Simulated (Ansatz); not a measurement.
**PbF$_{2}$ (Fm-3m), a vibration from a frozen displacement**

The calculation used Ansatz 0.2.0, DFT PBE+D3(BJ), scalar-relativistic, plane waves, PAW. Settings: plane waves to 420 eV, k-mesh 8×8×8 (Γ-centred), Gaussian smearing 0.05 eV. Spin–orbit coupling is left out, which matters for the heavy elements here. No spin polarisation. Energies are free energies at this smearing, counted from the undisturbed cell; pressure is positive in compression.

The starting cell (as given, not relaxed at this level; it stands at 0.8 GPa, and it needn't be the usual structure):

```
Pb F
1.0
     0.00000    2.96985    2.96985
     2.96985    0.00000    2.96985
     2.96985    2.96985    0.00000
Pb F
1 2
Cartesian
  0.0000 0.0000 0.0000
  1.4849 1.4849 1.4849
  4.4548 4.4548 4.4548
```

Every F atom is moved by x along the Cartesian unit vector (0.000, 0.000, -1.000); the cell and all other atoms stay fixed. The cell's volume is 52.39 Å³; the moved atoms weigh 37.997 u together and the others 207.200 u. Some rows repeat others by symmetry and weren't run.

| x (Å) | ΔE (meV/cell) | total force on the moved atoms along the move (eV/Å) | pressure (GPa) |
| --- | --- | --- | --- |
| -0.2000 | 32.65 | 0.3520 | 1.7256 |
| -0.1750 | 24.54 | 0.2978 | 1.5156 |
| -0.1500 | 17.73 | 0.2476 | 1.3336 |
| -0.1250 | 12.13 | 0.2006 | 1.1796 |
| -0.1000 | 7.67 | 0.1568 | 1.0535 |
| -0.0750 | 4.27 | 0.1154 | 0.9555 |
| -0.0500 | 1.89 | 0.0758 | 0.8854 |
| -0.0250 | 0.47 | 0.0376 | 0.8434 |
| 0.0000 | 0.00 | 0.0000 | 0.8294 |
| 0.0250 | 0.47 | -0.0376 | 0.8434 |
| 0.0500 | 1.89 | -0.0758 | 0.8854 |
| 0.0750 | 4.27 | -0.1154 | 0.9555 |
| 0.1000 | 7.67 | -0.1568 | 1.0535 |
| 0.1250 | 12.13 | -0.2006 | 1.1796 |
| 0.1500 | 17.73 | -0.2476 | 1.3336 |
| 0.1750 | 24.54 | -0.2978 | 1.5156 |
| 0.2000 | 32.65 | -0.3520 | 1.7256 |

Task: What frequency belongs to this motion?

Result: The force constant is k = −dF/dx = 1.504 eV/Å², from the parabola through x = -0.0250, 0 and 0.0250. In every cell the moved atoms swing against the rest, so the mass is μ = m₁m₂/(m₁ + m₂) = 32.109 u, and ν̃ = 521.5 cm⁻¹ × √(|k|/μ) = 113 cm⁻¹. To first order in x, and within 1 %, the force on every atom lies along the move and, within each of the two groups, in proportion to the atom's mass, so this is itself a mode at the zone centre of this cell, taken without macroscopic field (the transverse frequency in a polar insulator).

Task: How far does the harmonic law reach?

Result: At x = -0.200 Å, kx²/2 = 30.08 meV against the computed 32.65 meV (+8.5 %): the well stiffens in this direction at large amplitude.